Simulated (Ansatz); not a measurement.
**P: do energies and stresses tell the same story?**

The calculation used Ansatz 0.2.0, DFT PBEsol, scalar-relativistic, plane waves, PAW.

Cutoff 420 eV; k points 14×14×10 on the computed 4-atom cell (Γ-centred); Gaussian smearing, width 0.10 eV; no spin polarisation.

Relaxed cell: Cmce, a = 3.317 Å, b = 10.292 Å, c = 4.199 Å, α = 90.00°, β = 90.00°, γ = 90.00°, 4 atoms in the primitive cell.

Energies at zero smearing and pressures from the stress tensor, at volumes with shape and atoms relaxed:
```csv
V (Å³/atom),E − E(first) (meV/atom),P (GPa)
16.843,0.00,1.56
17.380,-4.00,0.80
17.918,-5.34,0.01
18.455,-4.30,-0.61
18.993,-1.44,-1.06
```

Q: Check P = −dE/dV between neighbouring volumes, and get the bulk modulus from the pressures alone.

A: With 1 eV/Å³ = 160.2 GPa:
```
middle V (Å³/atom)  −ΔE/ΔV (GPa) mean P (GPa)
            17.112         1.191         1.177
            17.649         0.401         0.404
            18.187        -0.309        -0.300
            18.724        -0.853        -0.832
```

The two differ by 0.02 GPa at most. The mean of two end pressures misses the average over a step by about ΔV² P″/12, up to 0.02 GPa here; with that taken off 0.01 GPa remains. Around V = 17.918 Å³/atom, the two neighbours give B = −V ΔP/ΔV = 17.918 × 1.41 / 1.075 = 23.5 GPa, against B0 = 22.4 GPa from the Birch–Murnaghan fit of the energies.

The cell holds layers, and where no dispersion correction was added their binding is poorly described.